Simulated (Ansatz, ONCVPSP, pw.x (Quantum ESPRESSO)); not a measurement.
**Which Zr potential is closest to all-electron in the fcc crystal?**

All use PBE, scalar-relativistic, no spin, cutoffs from each file’s atomic test, pw.x 7.5; 13³ k-points, Fermi–Dirac smearing 0.01 Ry. Δ is the rms difference from all-electron LAPW of the E(V) curves that follow from fits to the pressures, over ±6 % in volume. Mesh and smearing are coarse and serve the comparison alone. The files are a selection: those with a ghost or negative overlap were mostly not run, and those with noisy or unconverged pressures or nearly equal Δ are left out.

All-electron: a0 = 4.534 Å (V0 = 23.31 Å³/atom), B0 = 89.0 GPa.

(1) Rank them by Δ, smallest first.
A. optimised norm-conserving Vanderbilt (ONCV), ONCVPSP 4.0.1.1 (patched build), PBE; core [Ar] 3d10, reference 4s2 4p6 4d2 5s2; waves: 4s+5s: rc 1.95 bohr, ncon 4, nbas 8, qcut 7.3 1/bohr, 2 projectors; 4p: rc 1.85 bohr, ncon 4, nbas 9, qcut 8.4 1/bohr, 1 projector; 4d: rc 2.00 bohr, ncon 4, nbas 7, qcut 5 1/bohr, 2 projectors, debl 3.9 Ha; local part: polynomial inside 1.15 bohr (lpopt 4, dvloc0 -1 Ha); core correction: Teter function, fcfact 2.25, rcfact 1.6.
B. optimised norm-conserving Vanderbilt (ONCV), ONCVPSP 4.0.1.1 (patched build), PBE; core [Ar] 3d10, reference 4s2 4p6 4d2 5s2; waves: 4s+5s: rc 2.40 bohr, ncon 4, nbas 7, qcut 5.5 1/bohr, 2 projectors; 4p: rc 1.80 bohr, ncon 4, nbas 8, qcut 7.4 1/bohr, 3 projectors, debl 0.8 Ha; 4d: rc 2.95 bohr, ncon 4, nbas 9, qcut 5.5 1/bohr, 1 projector; local part: polynomial inside 1.50 bohr (lpopt 5, dvloc0 6 Ha); core correction: none. In the p channel the program set the typed energies aside and used -1.193, 0.250, 1.050 Ha.
C. optimised norm-conserving Vanderbilt (ONCV), ONCVPSP 4.0.1.1 (patched build), PBE; core [Ar] 3d10, reference 4s2 4p6 4d2 5s2; waves: 4s+5s: rc 2.35 bohr, ncon 5, nbas 8, qcut 4.8 1/bohr, 2 projectors; 4p: rc 2.25 bohr, ncon 4, nbas 7, qcut 5.2 1/bohr, 2 projectors, debl 1.8 Ha; 4d: rc 2.65 bohr, ncon 4, nbas 9, qcut 7.1 1/bohr, 3 projectors, debl 2.5 Ha; local part: polynomial inside 2.15 bohr (lpopt 5, dvloc0 0 Ha); core correction: Teter function fitted to the true core (icmod 2), fcfact 0.4.

Answers

(1) C (1.1 meV/atom), A (1.6 meV/atom), B (2.4 meV/atom).
